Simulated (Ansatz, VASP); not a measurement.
## One calculation of GaAs, two programs

Contents of INCAR:

```
PREC = Accurate
ENCUT = 600
EDIFF = 1E-6
ISMEAR = -1
SIGMA = 0.05
LREAL = False
LASPH = True
NELM = 60
ALGO = Normal
ISIF = 3
LWAVE = False
LCHARG = False
GGA = PE
IBRION = 2
NSW = 60
EDIFFG = -0.005
```

The input KPOINTS:

```
regular mesh
0
Gamma
  8 8 8
```

The input POSCAR:

```
GaAs
1.0
    0.0000000000      2.8268500000      2.8268500000
    2.8268500000      0.0000000000      2.8268500000
    2.8268500000      2.8268500000      0.0000000000
As Ga
1 1
Direct
    0.7500000000      0.7500000000      0.7500000000
    0.0000000000      0.0000000000      0.0000000000
```

input.yaml

```yaml
crystal:
  lattice:
    - [0.0, 2.82685, 2.82685]
    - [2.82685, 0.0, 2.82685]
    - [2.82685, 2.82685, 0.0]
  atoms:
    - { symbol: As, position: [0.75, 0.75, 0.75] }
    - { symbol: Ga, position: [0.0, 0.0, 0.0] }
hamiltonian:
  xc: pbe
  pseudopotentials: { kind: paw }
kpoints:
  mp_grid: { grid: [8, 8, 8] }
scf:
  occupations: { method: fermi_dirac, width: 0.05 }
output:
  forces: true
  stress: true
  write_density: true
  write_potential: true
  elf: true
  volumetric_format: npy
relax:
  f_tol: 0.01
  max_steps: 40
  cell: { stress_tol: 0.05 }
```

Alike in both runs: task relaxation of cell and atoms; functional PBE; k mesh 8 × 8 × 8; occupations fermi-dirac, width 0.05 eV; no spin polarisation.

|  | VASP | Ansatz |
| --- | --- | --- |
| version | VASP 6.6.1 | Ansatz 0.2.0 |
| potentials or method | VASP PAW PBE potentials, release 64 (As, Ga_d) | Ansatz PAW |
| plane-wave cutoff (eV) | 600 | 420 |
| valence electrons in the cell | 18 | 28 |

Ansatz gave:

- gap on the k mesh at the Fermi level, each at its own relaxed structure (eV): 0.16
- relaxed volume (Å³/atom): 23.71
- relaxed cell length with the largest relative difference (Å): 4.063
- energy change over the relaxation (meV/atom): -11

Question: What did VASP give for the same quantities?

Answer: gap on the k mesh at the Fermi level, each at its own relaxed structure (eV): 0.15; relaxed volume (Å³/atom): 23.76; relaxed cell length with the largest relative difference (Å): 4.066; energy change over the relaxation (meV/atom): -12.

The two sets of potentials don't hold the same shells in valence.

Caveats: the plane-wave basis is chosen anew once the cell has moved, so the energies of steps on either side of that aren't comparable (Ansatz). Expect the measured gap to be larger: semilocal functionals such as PBE lack the derivative discontinuity. PBE usually gives volumes a little too large and moduli too small. Zero-point motion and thermal expansion aren't in these numbers.
